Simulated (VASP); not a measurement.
# Rh (P6_3/mmc) in VASP: reference runs

How does Rh come out in PBEsol? The cell is run as given and disturbed.

All numbers are computed with VASP 6.6.1; they aren't measurements. Logs are shortened: lines on timing, memory, paths and dates and some standing lists are left out, and cuts for length are marked.

## 1. The crystal as given

It takes space group P6_3/mmc (No. 194, hexagonal). Conventional cell: a = 2.731 Å, b = 2.731 Å, c = 4.428 Å, α = 90.00°, β = 90.00°, γ = 120.00°. Rh (site symmetry -6m2) has 12 Rh at 2.72 to 2.73 Å as nearest neighbours.

This isn't the form of Rh at room conditions, which is fcc.

## 2. Single point, PBEsol

INCAR reads:

```
SYSTEM = Rh
ALGO     = Normal         ! electronic algorithm
EDIFF    = 1E-7           ! SCF threshold, eV
ENCUT    = 520            ! plane-wave cutoff, eV
GGA      = PS             ! functional
ISIF     = 2              ! what is computed and relaxed
ISMEAR   = -1             ! smearing method
LASPH    = .TRUE.         ! aspherical terms in the spheres
LCHARG   = .FALSE.        ! write CHGCAR
LREAL    = .FALSE.        ! projectors in reciprocal space
LWAVE    = .FALSE.        ! write WAVECAR
NBANDS   = 22             ! bands
NELM     = 80             ! most SCF steps
PREC     = Accurate       ! precision mode
SIGMA    = 0.05           ! smearing width, eV
```

KPOINTS reads:

```
k-points
0
G
  11 11 6
  0 0 0
```

POSCAR reads:

```
Rh
1.0
    2.7309790422      0.0000000000      0.0000000000
   -1.3654895211      2.3650972278      0.0000000000
    0.0000000000      0.0000000000      4.4284890000
Rh
2
Direct
    0.3333333333      0.6666666667      0.2500000000
    0.6666666667      0.3333333333      0.7500000000
```

Potentials or basis: VASP PAW PBE potentials, release 64 (Rh_pv).

Command:

```bash
cat potpaw_PBE.64/Rh_pv/POTCAR > POTCAR
mpirun -np 1 vasp_std > vasp.out
```

OUTCAR:

```text
SYSTEM = Rh
   EDIFF = 1E-7
   ENCUT = 520
   GGA = PS
   ISIF = 2
   ISMEAR = -1
   LASPH = .TRUE.
   LREAL = .FALSE.
   NELM = 80
   PREC = Accurate

 ion  position               nearest neighbor table
   1  0.333  0.667  0.250-   2 2.72   2 2.72   2 2.72   2 2.72   2 2.72   2 2.72
   2  0.667  0.333  0.750-   1 2.72   1 2.72   1 2.72   1 2.72   1 2.72   1 2.72

  LATTYP: Found a hexagonal cell.
 ALAT       =     2.7309790422
 C/A-ratio  =     1.6215756077

  Lattice vectors:

 A1 = (   2.7309790422,   0.0000000000,   0.0000000000)
 A2 = (  -1.3654895211,   2.3650972278,   0.0000000000)
 A3 = (   0.0000000000,   0.0000000000,   4.4284890000)

Analysis of symmetry for initial positions (statically):
=====================================================================
 Subroutine PRICEL returns:
 Original cell was already a primitive cell.

 Routine SETGRP: Setting up the symmetry group for a
 hexagonal supercell.

 Subroutine GETGRP returns: Found 24 space group operations
 (whereof 12 operations were pure point group operations)
 out of a pool of 24 trial point group operations.

The static configuration has the point symmetry D_3d.
 The point group associated with its full space group is D_6h.

Analysis of symmetry for dynamics (positions and initial velocities):
=====================================================================
 Subroutine PRICEL returns:
 Original cell was already a primitive cell.

 Routine SETGRP: Setting up the symmetry group for a
 hexagonal supercell.

 Subroutine GETGRP returns: Found 24 space group operations
 (whereof 12 operations were pure point group operations)
 out of a pool of 24 trial point group operations.

The dynamic configuration has the point symmetry D_3d.
 The point group associated with its full space group is D_6h.

 Subroutine INISYM returns: Found 24 space group operations
 (whereof 12 operations are pure point group operations),
 and found     1 'primitive' translations

----------------------------------------------------------------------------------------

                                     Primitive cell

  volume of cell :      28.6037

  direct lattice vectors                    reciprocal lattice vectors
     2.730979042  0.000000000  0.000000000     0.366169049  0.211407799  0.000000000
    -1.365489521  2.365097228  0.000000000     0.000000000  0.422815599  0.000000000
     0.000000000  0.000000000  4.428489000     0.000000000  0.000000000  0.225810655

  length of vectors
     2.730979042  2.730979042  4.428489000     0.422815599  0.422815599  0.225810655

  position of ions in fractional coordinates (direct lattice)
[... 79 lines left out ...]
   EDIFF  = 0.1E-06   stopping-criterion for ELM
   LREAL  =      F    real-space projection
   EDIFFG = 0.1E-05   stopping-criterion for IOM
   NSW    =      0    number of steps for IOM
   IBRION =     -1    ionic relax: 0-MD 1-quasi-New 2-CG
   NFREE  =      0    steps in history (QN), initial steepest desc. (CG)
   ISIF   =      2    stress and relaxation
   ISYM   =      2    0-nonsym 1-usesym 2-fastsym
   POTIM  = 0.5000    time-step for ionic-motion
   TEBEG  =    0.0;   TEEND  =   0.0 temperature during run
   PSTRESS=    0.0 pullay stress
   NELECT =      30.0000    total number of electrons
   NUPDOWN=      -1.0000    fix difference up-down
   EMIN   =  10.00;   EMAX   =-10.00  energy-range for DOS
   EFERMI =   0.00;   METHOD = LEGACY
   ISMEAR =    -1;   SIGMA  =   0.05  broadening in eV -4-tet -1-fermi 0-gaus
   EFERMI_NEDOS =   21; number of points for ismear=-14 and -15
   IALGO  =     38    algorithm
   IMIX   =      4    mixing-type and parameters
     AMIX     =   0.40;   BMIX     =  1.00
     AMIX_MAG =   1.60;   BMIX_MAG =  1.00
  volume/ion in A,a.u.               =      14.30        96.51
  Fermi-wavevector in a.u.,A,eV,Ry     =   1.663314  3.143208 37.642066  2.766614
  Thomas-Fermi vector in A             =   2.750053
   LORBIT       =      0    0 simple, 1 ext, 2 COOP (PROOUT), +10 PAW based schemes
   GGA     = PS    functional components
   LHFCALC =     F    Hartree Fock is set to
   AEXX    =    0.0000 exact exchange contribution
   IVDW    =     0    specifies the selected vdW correction
   LEPSILON=     F    determine dielectric tensor
   LRPA    =     F    only Hartree local field effects (RPA)
 non-spin polarized calculation
  energy-cutoff  :      520.00
  volume of cell :       28.60
 maximum number of plane-waves:       785
   NGX = 11   NGY = 11   NGZ = 17

 number of electron      30.0000009 magnetization

 Free energy of the ion-electron system (eV)
  ---------------------------------------------------
  ext. energy  EPLUGINS =         0.00000000
  ---------------------------------------------------
  free energy    TOTEN  =       -16.13536137 eV

  energy without entropy =      -16.10524750  energy(sigma->0) =      -16.12030444

 E-fermi :  11.1250     XC(G=0): -13.9640

 val. band max:       11.1130205644   @ k =   0.3636   0.1818   0.3333
 cond. band min:      11.1288982040   @ k =   0.0909   0.0909   0.3333
 fundamental gap:      0.0158776396
 Fermi energy:        11.1250406848

 k-point     1 :       0.0000    0.0000    0.0000
  band No.  band energies     occupation
      1     -35.8661      2.00000
      2     -35.2935      2.00000
      3     -35.2935      2.00000
      4     -35.2128      2.00000
      5     -35.2003      2.00000
      6     -35.2003      2.00000
[... 589 lines left out ...]
     21      26.9212      0.00000
     22      28.3421      0.00000

 [... further k-points ...]

------------------------ aborting loop because EDIFF is reached ----------------------------------------

  FORCE on cell =-STRESS in cart. coord.  units (eV):
  Direction    XX          YY          ZZ          XY          YZ          ZX
  --------------------------------------------------------------------------------------
  -------------------------------------------------------------------------------------
  Total       -2.3690131     -2.3690131     -2.6146839      0.0000000      0.0000000     -0.0000000
  in kB     -132.6951704   -132.6951704   -146.4558888      0.0000000      0.0000000     -0.0000000
  external PRESSURE =    -137.2820765 kB  Pullay stress =       0.0000000 kB

 VOLUME and BASIS-vectors are now :
 -----------------------------------------------------------------------------
  energy-cutoff  :      520.00
  volume of cell :       28.60
      direct lattice vectors                 reciprocal lattice vectors
     2.730979042  0.000000000  0.000000000     0.366169049  0.211407799  0.000000000
    -1.365489521  2.365097228  0.000000000     0.000000000  0.422815599  0.000000000
     0.000000000  0.000000000  4.428489000     0.000000000  0.000000000  0.225810655

 POSITION                                       TOTAL-FORCE (eV/Angst)
 -----------------------------------------------------------------------------------
     -0.00000      1.57673      1.10712        -0.000000     -0.000000      0.000000
      1.36549      0.78837      3.32137         0.000000      0.000000      0.000000
 -----------------------------------------------------------------------------------
    total drift:                               -0.000000      0.000000     -0.000000

  FREE ENERGIE OF THE ION-ELECTRON SYSTEM (eV)
  ---------------------------------------------------
  free  energy   TOTEN  =       -16.1353613698 eV

  energy  without entropy=      -16.1052475027  energy(sigma->0) =      -16.12030444
```

OSZICAR:

```text
N       E                     dE             d eps       ncg     rms          rms(c)
DAV:   1     0.323253611041E+03    0.32325E+03   -0.19101E+04  2832   0.158E+03
DAV:   2    -0.104351265215E+02   -0.33369E+03   -0.32223E+03  2930   0.471E+02
DAV:   3    -0.173343691485E+02   -0.68992E+01   -0.68620E+01  3314   0.764E+01
DAV:   4    -0.173801819728E+02   -0.45813E-01   -0.45809E-01  3080   0.624E+00
DAV:   5    -0.173808980698E+02   -0.71610E-03   -0.71609E-03  3326   0.813E-01    0.143E+01
DAV:   6    -0.161775299309E+02    0.12034E+01   -0.29502E+00  3044   0.180E+01    0.423E+00
DAV:   7    -0.161435732719E+02    0.33957E-01   -0.46046E-02  3260   0.183E+00    0.203E+00
DAV:   8    -0.161358597065E+02    0.77136E-02   -0.85228E-03  2974   0.106E+00    0.376E-01
DAV:   9    -0.161353508567E+02    0.50885E-03   -0.36919E-04  3248   0.233E-01    0.281E-02
DAV:  10    -0.161353613773E+02   -0.10521E-04   -0.56016E-06  3234   0.242E-02    0.535E-03
DAV:  11    -0.161353613698E+02    0.74988E-08   -0.66507E-07  3266   0.808E-03
   1 F= -.16135361E+02 E0= -.16120304E+02  d E =-.301139E-01
```

stdout:

```text
POSCAR found type information on POSCAR Rh
 POSCAR found :  1 types and       2 ions
 scaLAPACK will be used
 -----------------------------------------------------------------------------
|                                                                             |
|                                                                             |
|     You enforced a specific xc type in the INCAR file but a different       |
|     I HOPE YOU KNOW WHAT YOU ARE DOING!                                     |
|                                                                             |
 -----------------------------------------------------------------------------

 LDA part: xc-table for (Slater+PW92), standard interpolation
 POSCAR, INCAR and KPOINTS ok, starting setup
 FFT: planning ... GRIDC
 FFT: planning ... GRID_SOFT
 FFT: planning ... GRID
 WAVECAR not read
 entering main loop
```

Run time: 22 s. Hardware: 1 thread of Intel Xeon Platinum 8488C (Sapphire Rapids), shared host; peak memory 0.15 GiB.

Results:

- Free energy: -16.1354 eV
- Pressure: -13.7 GPa
- Band gap on the k mesh: none (metal or under the smearing width)

Stress tensor (GPa, compression positive):
```
-13.27   0.00   0.00
  0.00 -13.27   0.00
  0.00   0.00 -14.65
```

Caveat: the PAW data sets were made with another functional, which shifts forces and pressure a little.

## 3. Single point, PBEsol (atoms moved at random, drawn with an rms of 0.05 Å)

INCAR is that of step 2.

KPOINTS is that of step 2.

POSCAR reads:

```
Rh
1.0
    2.7309790422      0.0000000000      0.0000000000
   -1.3654895211      2.3650972278      0.0000000000
    0.0000000000      0.0000000000      4.4284890000
Rh
2
Direct
    0.3268750000      0.6463710000      0.2421170000
    0.6651250000      0.3500480000      0.7605450000
```

Potentials or basis: VASP PAW PBE potentials, release 64 (Rh_pv).

Command:

```bash
cat potpaw_PBE.64/Rh_pv/POTCAR > POTCAR
mpirun -np 1 vasp_std > vasp.out
```

It took 2 min on 1 thread of Intel Xeon Platinum 8488C (Sapphire Rapids), shared host; peak memory 0.27 GiB.

Results (log left out):

```
Free energy            : -16.0895 eV
Pressure               : -12.5 GPa
Largest force          : 0.802 eV/Å
Band gap on the k mesh : none (metal or under the smearing width)
```

Forces on the atoms (eV/Å):
```
Rh  -0.156  0.327  0.715
Rh   0.156 -0.327 -0.715
```

Stress tensor (GPa, compression positive):
```
-11.76  -0.40  -0.46
 -0.40 -13.31   0.86
 -0.46   0.86 -12.49
```

Levels at points of the mesh, in eV from the Fermi level:
| k point | band 11 | band 12 | band 13 | band 14 | band 15 | band 16 | band 17 | band 18 | band 19 | band 20 |
| --- | --- | --- | --- | --- | --- | --- | --- | --- | --- | --- |
| (0.00, 0.00, 0.00) | -2.83 | -2.46 | -2.38 | -1.93 | -1.52 | -0.08 | 0.36 | 0.70 | 8.09 | 15.80 |
| (0.00, 0.00, 0.50) | -3.02 | -2.95 | -2.95 | -2.82 | -0.66 | -0.44 | -0.32 | -0.24 | 13.91 | 15.24 |

Caveat: the PAW data sets were made with another functional, which shifts forces and pressure a little.
